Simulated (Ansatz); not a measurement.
Crystal: RbBr.

```
CELL_PARAMETERS angstrom
0.00000 3.42700 3.42700
3.42700 0.00000 3.42700
3.42700 3.42700 0.00000
ATOMIC_POSITIONS crystal
Rb 0.00000 0.00000 0.00000
Br 0.50000 0.50000 0.50000
```

Base run:

| Item | Value |
| --- | --- |
| Program | Ansatz 0.2.0 |
| Functional | HSE06 form with a typed share of exact exchange |
| Potentials or basis | Ansatz PAW |
| Cutoff | 420 eV (not typed: the program's choice for these potentials) |
| k mesh | 4 × 4 × 4 |
| Occupations | fermi-dirac, width 0.05 eV |
| Spin | no spin polarisation |

Its results: band gap on the k mesh 5.87 eV, direct; pressure 0.8 GPa.

Q: After a change of settings the same cell gave: band gap on the k mesh 4.84 eV, direct; pressure 0.8 GPa. Which change was it?
A. screening (1/å) from 0.1 to 0.6
B. screening (1/å) from 0.1 to 0.15
C. screening (1/å) from 0.1 to 0.3
D. screening (1/å) from 0.1 to 0.2

A: A.

Caveats: the PAW data sets come from PBE, with cores solved anew for the run's functional, which leaves a small shift of forces and pressure; the thresholds are loose for stress.
